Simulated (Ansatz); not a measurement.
**TiSi₂ (Cmcm), rigid cleavage**

Computed with DFT PBEsol, scalar-relativistic, plane waves, PAW in Ansatz 0.2.0. Settings: plane waves to 420 eV, k-mesh 13×13×4 (Γ-centred), Gaussian smearing 0.15 eV. No spin polarisation. Energies are free energies at this smearing, counted from the undisturbed cell; pressure is positive in compression.

The starting cell (relaxed at this level; this form isn't the usual structure):

```
CELL_PARAMETERS angstrom
-3.51705 0.00000 0.00000
0.00000 0.00000 -3.55562
0.00000 -13.34825 0.00000
ATOMIC_POSITIONS crystal
Ti 0.00000 0.25000 0.72142
Ti 0.50000 0.25000 0.22142
Ti 0.00000 0.75000 0.92638
Ti 0.50000 0.75000 0.42638
Si 0.00000 0.25000 0.38389
Si 0.50000 0.25000 0.88389
Si 0.00000 0.75000 0.26391
Si 0.50000 0.75000 0.76391
Si 0.00000 0.25000 0.07362
Si 0.50000 0.25000 0.57362
Si 0.00000 0.75000 0.57418
Si 0.50000 0.75000 0.07418
```

The cut lies on the cell's a–b face, a (0 -1 0) plane (indices in the standard cell, whose axes needn't be the Cartesian ones shown) of area 12.51 Å², between layers 1.97 Å apart. Vector c is lengthened by d along the normal with the atoms' Cartesian places fixed: one unrelaxed cut a cell. The cell is metallic on the mesh throughout.

| d (Å) | energy (J/m²) | traction dE/dd (GPa) |
| --- | --- | --- |
| -0.30 | 0.76 | -57.4 |
| 0.00 | 0.00 | 0.0 |
| 0.25 | 0.32 | 22.1 |
| 0.50 | 0.98 | 29.7 |
| 1.00 | 2.42 | 25.2 |
| 2.00 | 4.01 | 8.3 |
| 3.00 | 4.47 | 2.1 |
| 6.00 | 4.62 | 0.1 |